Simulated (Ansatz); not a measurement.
This is a single-point calculation with the PAW code Ansatz on CaO in the rocksalt structure; the level of theory is r2SCAN. The cell was relaxed with r2SCAN and then strained (uniaxial -0.87 % along x, other directions held), with the atoms relaxed again with r2SCAN; k points keep the names of the unstrained zone.

```yaml
crystal:
  lattice:
    - [0.0, 2.3975501188, 2.3975501188]
    - [2.3766914328, 0.0, 2.3975501188]
    - [2.3766914328, 2.3975501188, 0.0]
  atoms:
    - { symbol: Ca, position: [0.0, 0.0, 0.0] }
    - { symbol: O, position: [0.5, 0.5, 0.5] }
kpoints:
  mp_grid: { grid: [10, 10, 10] }
  band_path:
    path:
      - [0.0, 0.0, 0.0]
      - [0.5, 0.0, 0.5]
      - [0.625, 0.25, 0.625]
      - [0.375, 0.375, 0.75]
      - [0.5, 0.5, 0.5]
      - [0.5, 0.25, 0.75]
    npoints: 1
hamiltonian:
  xc: r2scan
scf:
  occupations: { method: fixed }
  n_extra_bands: 4
output:
  forces: true
  stress: true
  eigenvalues: true
```

In the abridged output below, numbers in square brackets stand for lines, or ends of lines, that were taken out.
```
scf.n_extra_bands = 4 over 8 filled bands (N_el = 16.0): the run solves 12 bands
Pseudopotential: Ca, paw, valence charge 10, recommended cutoff 500 eV (meta_gga)
Pseudopotential: O, paw, valence charge 6, recommended cutoff 500 eV (meta_gga)
Functional definition: r2SCAN
Crystal: 2 atoms, lattice volume = 27.324 Å³
Basis set: ecut = 500 eV, 709 PW (Γ)
[1]
Free energy (F): -2394.092761 eV
[2]
--- Per-component energies (eV) ---
  E_band       = -111.147059
  E_kinetic    = 457.538255
  E_local      = -882.870178
  E_nonlocal   = 110.472597
  E_hartree    = 293.042116
  E_xc         = -212.477921
  E_vxc        = -302.949489
  E_paw        = -1023.676857
  E_vpaw       = -98.052588
  E_vtau       = 18.628561
  E_ewald      = -1135.869150
  E_core_change = -0.252606
--- Forces (eV/Å), atoms counted from 1 ---
  atom   1  Ca      0.00000      0.00000      0.00000
  atom   2  O       0.00000      0.00000      0.00000
--- Stress (GPa, compression-positive) ---
[3]
--- Band table (eV; the first three rows and the last of 102) ---
[4]
```

The rows of the band table are 0: (0, 0, 0) = Γ, 1: (0, 0, 0.100), 2: (0, 0, 0.200), 101: (-1/2, 0.200, -0.300).

Problem. Give the withheld lines. They hold the stress, the Fermi energy and the band table, the symmetry found.

Solution.
```
[1]
Symmetry: 16 space group operations
Space group: I4/mmm (ITA 139)
[2]
Fermi energy:    7.540898 eV
[3]
        2.108521       0.000000       0.000000
        0.000000       0.509028       0.000000
        0.000000       0.000000       0.509028
  P = ⅓ Tr σ = 1.0422 GPa (10.422 kbar)
[4]
  k-point 0: bands = […, -11.3458, -11.3391, -8.9720, 7.5186, 7.5186, 7.5409, 13.0936, 14.3987, 14.3987, 14.4582]
  k-point 1: bands = […, -11.3512, -11.3459, -8.7926, 7.1779, 7.3800, 7.3936, 13.5489, 14.3797, 14.5786, 14.6160]
  k-point 2: bands = […, -11.3655, -11.3578, -8.4034, 6.4153, 7.0457, 7.0546, 14.3461, 14.6706, 15.0762, 15.0995]
  k-point 101: bands = […, -11.8333, -11.7114, -8.3009, 6.2939, 6.3554, 6.6033, 13.7088, 15.4126, 16.7019, 17.8238]
```
Only the leading digits can be foreseen; the rest is this run's record.

The values are computed, spin-unpolarised, and not measurements.
